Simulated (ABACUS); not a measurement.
A run of ABACUS 3.10.1:

The input INPUT:

```
INPUT_PARAMETERS
suffix              GaP
calculation         scf
basis_type          pw
pseudo_dir          ./
symmetry            1
dft_functional      scan
ecutwfc             94
pseudo_rcut         10
nspin               1
nbands              19
ks_solver           dav
smearing_method     fd
smearing_sigma      0.00367493
scf_thr             1e-08
scf_nmax            100
mixing_type         broyden
mixing_beta         0.7
cal_force           1
cal_stress          1
mixing_tau          1
out_chg             1
kpar                4
```

The input STRU:

```
ATOMIC_SPECIES
Ga 69.7230 Ga_ONCV_PBE-1.2.upf
P 30.9738 P_ONCV_PBE-1.2.upf

LATTICE_CONSTANT
7.2831660764

LATTICE_VECTORS
0.0000000000 0.7071067812 0.7071067812
0.7071067812 0.0000000000 0.7071067812
0.7071067812 0.7071067812 0.0000000000

ATOMIC_POSITIONS
Cartesian

Ga
0.0
1
0.0000000000 0.0000000000 0.0000000000 1 1 1

P
0.0
1
1.0606601718 1.0606601718 1.0606601718 1 1 1
```

KPT

```
K_POINTS
0
Gamma
5 5 5 0 0 0
```

Potentials or basis: SG15 ONCV 1.2 PBE, plane waves.

The run is started by

```sh
$ OMP_NUM_THREADS=1 mpirun -np 4 abacus > log
```

Hardware: 4 MPI ranks on Intel(R) Xeon(R) Platinum 8488C (Sapphire Rapids) (shared host).

Question: How long does it take, and how much memory?

Answer: It took 15 s on 4 MPI ranks on Intel(R) Xeon(R) Platinum 8488C (Sapphire Rapids) (shared host), peak memory 0.4 GiB a rank. Counts: scf iterations 8, k points 10, bands 19, ranks 4.
